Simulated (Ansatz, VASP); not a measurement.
# One calculation of As, two programs

Contents of INCAR:

```
PREC = Accurate
ENCUT = 520
EDIFF = 1E-6
ISMEAR = 0
SIGMA = 0.1
LREAL = False
LASPH = True
NELM = 100
ALGO = Normal
ISIF = 2
LWAVE = False
LCHARG = True
GGA = PS
LELF = True
LVHAR = True
NBANDS = 12
```

File KPOINTS:

```
regular mesh
0
Gamma
  14 10 10
```

File POSCAR:

```
As
1.0
    2.9553732607      0.0000000000      0.0321515306
    0.0000000000      4.0578331798      0.0000000000
    0.0085339861      0.0000000000      4.2615875438
As
2
Direct
    0.9505697289      0.7500000000      0.8085236050
    0.0494302711      0.2500000000      0.1914763950
```

Input for Ansatz:

```yaml
crystal:
  lattice:
    - [2.9553732607, 0.0, 0.0321515306]
    - [0.0, 4.0578331798, 0.0]
    - [0.0085339861, 0.0, 4.2615875438]
  atoms:
    - { symbol: As, position: [0.9505697289, 0.75, 0.808523605] }
    - { symbol: As, position: [0.0494302711, 0.25, 0.191476395] }
basis:
  ecutwfc: 420
kpoints:
  mp_grid: { grid: [14, 10, 10] }
hamiltonian:
  xc: pbesol
scf:
  occupations: { method: gaussian, width: 0.1 }
output:
  forces: true
  stress: true
  eigenvalues: true
  populations: true
```

Alike in both runs: task single point; functional PBEsol; k mesh 14 × 10 × 10; occupations gaussian, width 0.1 eV; no spin polarisation.

```csv
,VASP,Ansatz
version,VASP 6.6.1,Ansatz 0.2.0
potentials or method,"VASP PAW PBE potentials, release 64 (As)","scalar-relativistic, plane waves, PAW"
plane-wave cutoff (eV),520,420
valence electrons in the cell,10,30
```

Ansatz gave:

- gap on the k mesh at the Fermi level (eV): none
- pressure (GPa): -9.2
- largest component of the traceless stress (GPa): 2.84
- rms of the force components (eV/Å): 0.330

Problem. Estimate VASP's values.

Solution. gap on the k mesh at the Fermi level (eV): none; pressure (GPa): -9.1; largest component of the traceless stress (GPa): 2.84; rms of the force components (eV/Å): 0.314.

Atom by atom the forces differ by 0.018 eV/Å (rms over components). A gap of «none» marks a metal or a gap that the smearing closes. The functional is the same, so the differences come from potentials, cutoffs and numerics. The two sets of potentials don't hold the same shells in valence.

Caveats: the PAW data sets were made with another functional, which shifts forces and pressure a little (VASP).
